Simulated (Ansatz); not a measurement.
# Stack of 2H-WS2 under Ta2CF2 MXene, upper layer turned by 180° in a perpendicular field

Aim: how the stack of 2H-WS2 under Ta2CF2 MXene, upper layer turned by 180° screens a field along its normal, and what the field does to its bands. A positive field points along +c.

Method: plane-wave DFT, PBE-D3(BJ), Ansatz PAW, in the first sound run; inputs show where later runs differ, in Ansatz 0.2.0.

### Step 1. Starting point

The cell holds 8 atoms: 2 S, 1 W, 2 F, 2 Ta and 1 C. Its edges and angles: a = 3.203 Å, b = 3.203 Å, c = 52.611 Å, α = 90.0°, β = 90.0°, γ = 120.0°. Regions: layer 1: 2H-WS2, 3 atoms (2 S and 1 W); layer 2: Ta2CF2 MXene, 5 atoms (2 F, 2 Ta and 1 C). Vacuum lies along c.

### Step 2. Relaxation

The starting cell is a guess, so the in-plane lattice and the atoms are relaxed first, with the slab cut off from its images along the normal.

File input.yaml:

```yaml
crystal:
  lattice:
    - [3.20304, 0.0, 0.0]
    - [-1.60152, 2.7739140093, 0.0]
    - [0.0, 0.0, 52.6113702662]
  atoms:
    - { symbol: S, position: [0.3333333333, 0.6666666667, 0.397252531] }
    - { symbol: W, position: [0.0, 0.0, 0.430283606] }
    - { symbol: S, position: [0.3333333333, 0.6666666667, 0.463314681] }
    - { symbol: F, position: [0.0, 0.0, 0.5174854807] }
    - { symbol: Ta, position: [0.6666666667, 0.3333333333, 0.5359216057] }
    - { symbol: C, position: [0.3333333333, 0.6666666667, 0.5601164748] }
    - { symbol: Ta, position: [0.0, 0.0, 0.5843113439] }
    - { symbol: F, position: [0.6666666667, 0.3333333333, 0.602747469] }
  periodic: [true, true, false]
kpoints:
  mp_grid: { grid: [12, 12, 1] }
hamiltonian:
  xc: pbe
  dispersion: d3bj
scf:
  occupations: { method: fermi_dirac, width: 0.05 }
  convergence: { dr2_threshold: 1.0e-09 }
relax:
  f_tol: 0.004
  max_steps: 90
  cell: {}
output:
  write_potential: true
  write_density: true
  volumetric_format: npy
```

The run is started by

```
$ ansatz run input.yaml --threads 4 --pin off --max-ram 6144MiB --backend cpu --events-out ev --progress --plain --runs-dir out
```

Numbers of over 12 decimals in the logs are rounded to 6 here.

Log:

```text
Warning: relax.cell: scf.convergence.dr2_threshold = 1e-9 eV is looser than the 1.84709245661e-10 eV advised for a relaxation that steers and ends on the stress (1e-10 eV for each atom of the cell: 8, times the square of relax.cell.stress_2d_tol = 0.05 N/m over 20.8 Å (the atoms' height at the walk's start and 5 Å past either face), 2.403e-2 GPa, over a crystal's default 0.05). What an SCF threshold leaves in a stress goes as its square root, and in the free energy as the threshold itself, and one threshold admits the most on a small cell: [figures from the program's tests cut] Set scf.convergence.dr2_threshold to 1.84709245661e-10 eV or tighter. [rest of the remark cut]
Engine: ansatz 0.2.0, aarch64-unknown-linux-gnu
Pseudopotentials: kind: paw
Pseudopotential: S, paw, valence charge 6, recommended cutoff 420 eV (normal), S.paw.azcp
Pseudopotential: W, paw, valence charge 14, recommended cutoff 420 eV (normal), W.paw.azcp
Pseudopotential: F, paw, valence charge 7, recommended cutoff 420 eV (normal), F.paw.azcp
Pseudopotential: Ta, paw, valence charge 13, recommended cutoff 420 eV (normal), Ta.paw.azcp
Pseudopotential: C, paw, valence charge 4, recommended cutoff 420 eV (normal), C.paw.azcp
Functional definition: PBE
  parameter kappa = 0.804
  parameter beta = 0.066725
  exchange = pbe_x(kappa = kappa, mu = beta*pi^2/3)
  correlation = pbe_c(beta = beta)
Crystal: 8 atoms, lattice volume = 467.450 Å³
Basis set: ecut = 420 eV, 9283 PW (Γ), exchange–correlation on 48×48×720 points (8 copies of the dense FFT grid, shifted against one another)
Bands: 43, of which v1, the nominal top of the filled ones, is band 35 counted from 1 (34 counted from 0)
Symmetry: 6 space group operations
Space group: P3m1 (ITA 156), of the structure as read, at distance tolerance 7.8e-5 Å
k-points: 19 of 144 (time reversal used)
Non-local potential: S, projectors of the file, l = 0: 2, l = 1: 2, l = 2: 2
Non-local potential: W, projectors of the file, l = 0: 3, l = 1: 2, l = 2: 2, l = 3: 1
Non-local potential: F, projectors of the file, l = 0: 2, l = 1: 2, l = 2: 1
Non-local potential: Ta, projectors of the file, l = 0: 3, l = 1: 2, l = 2: 2, l = 3: 1
Non-local potential: C, projectors of the file, l = 0: 2, l = 1: 2, l = 2: 1
PAW form: soft (Blöchl's): semilocal exchange-correlation on the pseudo side does not see the compensation charge
PAW one-centre angular grid: S, 110 points (default); XC on 64 Gauss nodes
PAW one-centre angular grid: W, 590 points (default); XC on 64 Gauss nodes
PAW one-centre angular grid: F, 110 points (default); XC on 64 Gauss nodes
PAW one-centre angular grid: Ta, 590 points (default); XC on 64 Gauss nodes
PAW one-centre angular grid: C, 110 points (default); XC on 64 Gauss nodes
Initial density: superposition of atomic densities (neutral atoms: chi_scale 0, normalization atom), corrected by the library's trained network
Initial wavefunctions: pseudopotential atomic-orbital guess
Functional: x = pbe(κ = 0.804, μ = 0.219515), c = pbe(β = 0.066725)
SCF iter   1: F=—  HF=-33924.931362 eV  |F-HF|=—  |Δ(HF+E_count)|=         —  Δρ=3.36e-3  dr2=2.43e-1  ethr=1.77e-3  ⟨swp⟩=14.1  Hψ=5803  notcnv=0
preconditioner: auto → LDOS  [metal: Δε(μ)=0.015 eV  Ē_g=8.376 eV  σ=0.050 eV  W_gap=0.08  n_scr=32 (ndim 8)  ℏωp=11.1 eV  f_vac=0.732  D(μ)=4.79/eV (n_scr^D=22)  β→1.0]
SCF iter   2: F=—  HF=-33924.917941 eV  |F-HF|=—  |Δ(HF+E_count)|=   1.34e-2  Δρ=2.19e-3  dr2=8.08e-2  ethr=3.47e-4  ⟨swp⟩=4.4  Hψ=2016  notcnv=0  defer=4
SCF iter   3: F=—  HF=-33924.915698 eV  |F-HF|=—  |Δ(HF+E_count)|=   2.24e-3  Δρ=7.43e-4  dr2=1.15e-2  ethr=1.15e-4  ⟨swp⟩=3.2  Hψ=1757  notcnv=0  defer=4
SCF iter   4: F=—  HF=-33924.915570 eV  |F-HF|=—  |Δ(HF+E_count)|=   1.28e-4  Δρ=4.05e-4  dr2=2.36e-3  ethr=1.64e-5  ⟨swp⟩=2.9  Hψ=1570  notcnv=0  defer=4
SCF iter   5: F=—  HF=-33924.915372 eV  |F-HF|=—  |Δ(HF+E_count)|=   1.98e-4  Δρ=1.75e-4  dr2=7.91e-4  ethr=3.37e-6  ⟨swp⟩=3.1  Hψ=1558  notcnv=0  defer=4
SCF iter   6: F=—  HF=-33924.915463 eV  |F-HF|=—  |Δ(HF+E_count)|=   9.09e-5  Δρ=9.15e-5  dr2=3.62e-4  ethr=1.13e-6  ⟨swp⟩=2.4  Hψ=1224  notcnv=0  defer=4
SCF iter   7: F=—  HF=-33924.915474 eV  |F-HF|=—  |Δ(HF+E_count)|=   1.12e-5  Δρ=3.75e-5  dr2=2.99e-5  ethr=5.16e-7  ⟨swp⟩=2.2  Hψ=1021  notcnv=0  defer=4
SCF iter   8: F=—  HF=-33924.915543 eV  |F-HF|=—  |Δ(HF+E_count)|=   6.87e-5  Δρ=9.21e-6  dr2=2.17e-6  ethr=4.27e-8  ⟨swp⟩=3.1  Hψ=1590  notcnv=0  defer=4
SCF iter   9: F=—  HF=-33924.915361 eV  |F-HF|=—  |Δ(HF+E_count)|=   1.81e-4  Δρ=7.72e-6  dr2=1.27e-6  ethr=3.10e-9  ⟨swp⟩=3.6  Hψ=1920  notcnv=0  defer=4
SCF iter  10: F=—  HF=-33924.915361 eV  |F-HF|=—  |Δ(HF+E_count)|=   1.30e-8  Δρ=2.05e-6  dr2=6.53e-8  ethr=1.82e-9  ⟨swp⟩=3.0  Hψ=1448  notcnv=0  defer=4
SCF iter  11: F=—  HF=-33924.915362 eV  |F-HF|=—  |Δ(HF+E_count)|=   3.00e-8  Δρ=9.44e-7  dr2=5.64e-8  ethr=9.33e-11  ⟨swp⟩=3.5  Hψ=1886  notcnv=0  defer=4
SCF iter  12: F=—  HF=-33924.915362 eV  |F-HF|=—  |Δ(HF+E_count)|=   8.71e-9  Δρ=3.79e-7  dr2=1.05e-8  ethr=8.06e-11  ⟨swp⟩=2.4  Hψ=1071  notcnv=0  defer=4
SCF iter  13: F=-33924.915362 eV  HF=-33924.915362 eV  |F-HF|=1.75e-9  |Δ(HF+E_count)|=   4.84e-9  Δρ=1.78e-7  dr2=3.02e-10  ethr=1.43e-12  ⟨swp⟩=11.8  Hψ=7908  notcnv=0
SCF 1 converged in 13 iterations: F = -33924.915362 eV  dr2 = 3.02e-10
  greatest PAW one-centre occupation: 1.000 electrons in one spin orbital (limit 2), on the W atom at site 1 (counted from 0), in its partial waves of l = 0
relax step   1: F+E_penalty+E_count = -33924.91536152 eV  Δ(F+E_penalty+E_count) = +0.000e0 eV  max|allowed force component| = 7.968e0 eV/Å  Δτ_max = 0.0000 Å  P = +1.852 N/m  Ω = 467.450 Å³  fix = [c, alpha, beta]  reactions: c +0.000 N/m  (13 SCF iters, accepted)
Crystal: 8 atoms, lattice volume = 466.017 Å³
Basis set: ecut = 420 eV, 9247 PW (Γ), exchange–correlation on 48×48×720 points (8 copies of the dense FFT grid, shifted against one another)
Initial density: handed on by an earlier stage of this run
Initial wavefunctions: those handed on with the density
iter 1 solved again at ethr=9.58e-4 eV; its pass at ethr=3.10e-3 eV (dr2=6.71e-1 eV) is discarded
SCF iter   1: F=—  HF=-33927.839554 eV  |F-HF|=—  |Δ(HF+E_count)|=         —  Δρ=9.49e-3  dr2=6.83e-1  ethr=9.58e-4  ⟨swp⟩=2.6  Hψ=6283  notcnv=0  defer=1
preconditioner: auto → LDOS  [insulator: Δε(μ)=0.276 eV  Ē_g=8.646 eV  σ=0.050 eV  W_gap=0.65  n_scr=32 (ndim 8)  ℏωp=11.1 eV  f_vac=0.737  D(μ)=1.19/eV (n_scr^D=10)  ε∞_Penn≈2.7  β→1.0]
[...]
relax step   6: F+E_penalty+E_count = -33928.10867106 eV  Δ(F+E_penalty+E_count) = -2.354e-3 eV  max|allowed force component| = 4.670e-2 eV/Å  Δτ_max = 0.0571 Å  P = -0.111 N/m  Ω = 459.267 Å³  energy of the carried Pulay correction = +3.408e-3 eV  fix = [c, alpha, beta]  reactions: c -0.000 N/m  (12 SCF iters, accepted)
relax step   7: F+E_penalty+E_count = -33928.10886991 eV  Δ(F+E_penalty+E_count) = -1.988e-4 eV  max|allowed force component| = 7.159e-3 eV/Å  Δτ_max = 0.0020 Å  P = +0.033 N/m  Ω = 458.977 Å³  energy of the carried Pulay correction = +3.530e-3 eV  fix = [c, alpha, beta]  reactions: c +0.000 N/m  (8 SCF iters, accepted)
relax step   8: F+E_penalty+E_count = -33928.10885401 eV  Δ(F+E_penalty+E_count) = +1.590e-5 eV  max|allowed force component| = 8.226e-4 eV/Å  Δτ_max = 0.0005 Å  P = -0.001 N/m  Ω = 459.025 Å³  energy of the carried Pulay correction = +3.510e-3 eV  fix = [c, alpha, beta]  reactions: c -0.000 N/m  (7 SCF iters, accepted)
relax step   9: F+E_penalty+E_count = -33928.10549360 eV  Δ(F+E_penalty+E_count) = +3.360e-3 eV  max|allowed force component| = 9.014e-4 eV/Å  Δτ_max = 0.0000 Å  P = -0.057 N/m  Ω = 459.025 Å³  fix = [c, alpha, beta]  reactions: c -0.000 N/m  stress off target by 5.75e-2 N/m on what of the cell is left free  SCF on the basis re-selected at this cell (its energy is not comparable with the rows above)  (7 SCF iters)
relax step  10: F+E_penalty+E_count = -33928.10556067 eV  Δ(F+E_penalty+E_count) = -6.707e-5 eV  max|allowed force component| = 1.080e-3 eV/Å  Δτ_max = 0.0005 Å  P = +0.007 N/m  Ω = 458.888 Å³  energy of the carried Pulay correction = +6.264e-5 eV  fix = [c, alpha, beta]  reactions: c +0.000 N/m  (7 SCF iters, accepted)
iter 1 solved again at ethr=1.12e-7 eV; its pass at ethr=3.10e-3 eV (dr2=7.82e-5 eV) is discarded
SCF iter   1: F=—  HF=-33928.105728 eV  |F-HF|=—  |Δ(HF+E_count)|=         —  Δρ=1.46e-6  dr2=4.82e-9  ethr=1.12e-7  ⟨swp⟩=7.4  Hψ=10128  notcnv=0
eigensolver tolerance schedule: the retry pair's looser diagonalisation over-reported the residual by 16222.92 of it (diagonalisation noise at 1.41 of the residual, at the tolerance the schedule requests for it); recorded, not acted on — ethr = c·dr2/N_el stays at c = 1.0e-1
SCF iter   2: F=—  HF=-33928.105509 eV  |F-HF|=—  |Δ(HF+E_count)|=   2.19e-4  Δρ=2.00e-6  dr2=2.28e-8  ethr=6.89e-12  ⟨swp⟩=8.2  Hψ=4417  notcnv=0
SCF iter   3: F=—  HF=-33928.105509 eV  |F-HF|=—  |Δ(HF+E_count)|=   4.90e-9  Δρ=8.86e-7  dr2=4.79e-9  ethr=6.89e-12  ⟨swp⟩=4.7  Hψ=2002  notcnv=0
SCF iter   4: F=—  HF=-33928.105509 eV  |F-HF|=—  |Δ(HF+E_count)|=  1.46e-10  Δρ=5.35e-7  dr2=1.57e-9  ethr=6.84e-12  ⟨swp⟩=2.9  Hψ=1209  notcnv=0
SCF iter   5: F=—  HF=-33928.105509 eV  |F-HF|=—  |Δ(HF+E_count)|=  2.69e-10  Δρ=3.32e-7  dr2=1.44e-9  ethr=2.24e-12  ⟨swp⟩=3.4  Hψ=1476  notcnv=0
SCF iter   6: F=-33928.105509 eV  HF=-33928.105509 eV  |F-HF|=6.26e-10  |Δ(HF+E_count)|=  1.53e-10  Δρ=8.82e-8  dr2=3.90e-11  ethr=1.43e-12  ⟨swp⟩=15.4  Hψ=8006  notcnv=0
SCF 11 converged in 6 iterations: F = -33928.105509 eV  dr2 = 3.90e-11
  Residual-converged pass: ⟨swp⟩=1.1  Hψ=905  notcnv=0  max |occ|·‖R‖ = 6.9e-9 eV (tolerance 1.0e-8 eV)  dr2=3.90e-11  dr2_onsite=1.98e-12  max |Δocc| = 6.6e-13
relax step  11: F+E_penalty+E_count = -33928.10550913 eV  Δ(F+E_penalty+E_count) = +5.154e-5 eV  max|allowed force component| = 1.084e-3 eV/Å  Δτ_max = 0.0000 Å  P = +0.006 N/m  Ω = 458.888 Å³  fix = [c, alpha, beta]  reactions: c +0.000 N/m  stress off target by 5.89e-3 N/m on what of the cell is left free  SCF on the basis re-selected at this cell (its energy is not comparable with the rows above)  (6 SCF iters)
basis re-selected at this cell: Δ(F+E_penalty+E_count) = +5.154e-5 eV, ΔP = -0.001 N/m vs the last step (what re-selecting the basis moved, of the pressure what is left beyond the Pulay correction that the steps carried, after the strain that the cell walked since its last selection, with what the two solves' SCF thresholds leave and, on support functions, any second-order correction that the steps lacked; it is no m [...]
WARN: The output density's exchange-correlation potential varies sharply where the density is thin. Do not read a vacuum level from v_tot or v_xc, or from such a field of the output density. On a cell that repeats whose density bears no net charge and no dipole along the vacuum's axis use v_es (v_loc + v_h of the components); under efield.dipole_correction with no amplitude use v_es + v_field, which holds any externa [...]
SCF converged after 6 iterations
Free energy (F): -33928.105509 eV
Harris-Foulkes:  -33928.105509 eV  (|F-HF|=6.26e-10)
Internal energy: -33928.096108 eV  (E = F + TS)
E sigma→0 (E₀):  -33928.100809 eV
Entropy (-TS):   -0.009401 eV (-1.175 meV/atom)
Fermi energy:    -3.882839 eV
--- Per-component energies (eV) ---
  E_band       = -1767.327155
  E_kinetic    = 1906.920722
  E_local      = -462723.224870  (includes V_loc(G=0)·N_el)
  E_nonlocal   = 261.354040
  E_hartree    = 230189.207400
  E_xc         = -1108.807099
  E_vxc        = -1090.000555  (∫ρ·V_xc dr)
  E_paw        = -27057.274140  (= ΣΔE_a)
  E_vpaw       = -500.795185  (= ΣTr[D̂ρ^β])
  E_aug_tail   = 0.004382  (compensation charges beyond the density's cutoff)
  E_ewald      = 224606.003316
  E_disp       = -2.279858  (pairwise vdW)
  E_smearing   = -0.009401  (= −TS)
  E_closure    = -0.000000  (closes the sum)
  Σ components = -33928.105509   (vs F -33928.105509, Δ=0.00e0)
--- Forces (eV/Å), atoms counted from 1 ---
  atom   1  S      0.00000000    -0.00000000    -0.00006963
  atom   2  W      0.00000000     0.00000000    -0.00060779
  atom   3  S      0.00000000    -0.00000000     0.00058628
  atom   4  F     -0.00000000    -0.00000000    -0.00108448
  atom   5  Ta     0.00000000     0.00000000     0.00092801
  atom   6  C      0.00000000     0.00000000     0.00020190
  atom   7  Ta    -0.00000000    -0.00000000    -0.00072048
  atom   8  F      0.00000000     0.00000000     0.00076564
  max |Σ_I F_I| component: 5.44e-7 eV/Å
--- 2D stress c σ (N/m, compression-positive) ---
        0.005886       0.000000      -0.000000
        0.000000       0.005886       0.000000
       -0.000000       0.000000       0.000000
  P = ½ c Tr σ = 0.0059 N/m
--- Band table (eV; the first three rows and the last of 19) ---
  k-point 0: bands = [... 31 lower, -7.2533, -5.6918, -5.6486, -5.6486, -4.5756, -3.2322, -2.7380, -2.7380, ... 4 higher]
  k-point 1: bands = [... 31 lower, -7.0406, -5.8984, -5.7481, -5.4846, -4.5405, -3.0001, -2.8552, -2.8374, ... 4 higher]
  k-point 2: bands = [... 31 lower, -7.0355, -6.4344, -6.0177, -5.0190, -4.4408, -3.3491, -3.1142, -2.9101, ... 4 higher]
  k-point 18: bands = [... 31 lower, -8.0356, -5.6442, -5.0920, -4.5579, -4.5347, -3.7881, -2.3426, -1.9522, ... 4 higher]
  the weakly bound empty levels are not read free of the cell's end (no_gap_told)
--- Relaxed structure (9 steps of the walk, 9 accepted, 2 SCFs on fresh bases) ---
  F+E_penalty+E_count = -33928.10550913 eV   max|allowed force component| = 1.084e-3 eV/Å   (the final SCF, on the basis selected at the relaxed cell)
  cell:  # Å, volume = 458.8884 Å³
    - [3.173572, 0, 0]
    - [-1.586786, 2.748394, 0]
    - [0, 0, 52.6113702662]
  atoms:
    - { symbol: S, position: [0.333333, 0.666667, 0.401352] }
    - { symbol: W, position: [-1.8179819449517646e-17, -3.173370963084087e-17, 0.431207] }
    - { symbol: S, position: [0.333333, 0.666667, 0.460990] }
    - { symbol: F, position: [-2.0372066743963e-17, -3.611820421973157e-17, 0.512162] }
    - { symbol: Ta, position: [0.666667, 0.333333, 0.538660] }
    - { symbol: C, position: [0.333333, 0.666667, 0.559529] }
    - { symbol: Ta, position: [-1.989583322871532e-17, -3.516573718923622e-17, 0.580345] }
    - { symbol: F, position: [0.666667, 0.333333, 0.607190] }
```

Elapsed: 2.6 min, on 4 threads of Arm Neoverse V1, shared host; peak memory 1 GiB; 10 min of CPU time.

Relaxation path:

```
step  energy less that of the first step (eV)  largest force component (eV/Å)  volume (Å³)
   1                                   0.0000                          7.9679       467.45
   2                                  -2.7873                          1.8926       466.02
   3                                  -3.1713                          0.9068       455.37
   4                                  -3.1809                          0.5011       459.56
   5                                  -3.1910                          0.1185       459.18
   6                                  -3.1933                          0.0467       459.27
   7                                  -3.1935                          0.0072       458.98
   8                                  -3.1935                          0.0008       459.02
  9*                                  -3.1901                          0.0009       459.02
  10                                  -3.1902                          0.0011       458.89
 11*                                  -3.1901                          0.0011       458.89
```

Relaxation steps marked * repeat the geometry before them on a plane-wave basis chosen anew for their cell, so energy and pressure can jump there.

Forces are held to the 6 operations that the run works with; a distortion that breaks them can't arise in this run.

```
cell as run  before  after  change
      a (Å)   3.203  3.174  -0.9 %
      b (Å)   3.203  3.174  -0.9 %
```

The atoms that moved most (Å, along periodic axes as changes of fractional coordinates times the final cell, across vacuum about the mean position):

```
atom     dx     dy      dz  length
  F4  0.000  0.000  -0.280   0.280
  F8  0.000  0.000   0.234   0.234
  S1  0.000  0.000   0.216   0.216
 Ta7  0.000  0.000  -0.209   0.209
 Ta5  0.000  0.000   0.144   0.144
  S3  0.000  0.000  -0.122   0.122
  W2  0.000  0.000   0.049   0.049
  C6  0.000  0.000  -0.031   0.031
```

This step gave:

```
energy at zero smearing : -33928.1008 eV
```

The lattice constant a goes from 3.203 to 3.174 Å.

(Continued in part 2 of 4.)

[Logs are printed without paths, hosts, clocks, repeated set-up lines and the standing remarks that a program may print on its own settings, such as how far it seeks lower states.]

[Hosts, paths, dates, database ids (printed as entryN), source tags and the programs' standing remarks are cut or masked in the printed files.]

[Maps of the electrostatic potential energy from Ansatz leave out the sawtooth potential of an applied field or a dipole correction, so their vacuum need not be flat; planar profiles and work functions include it.]
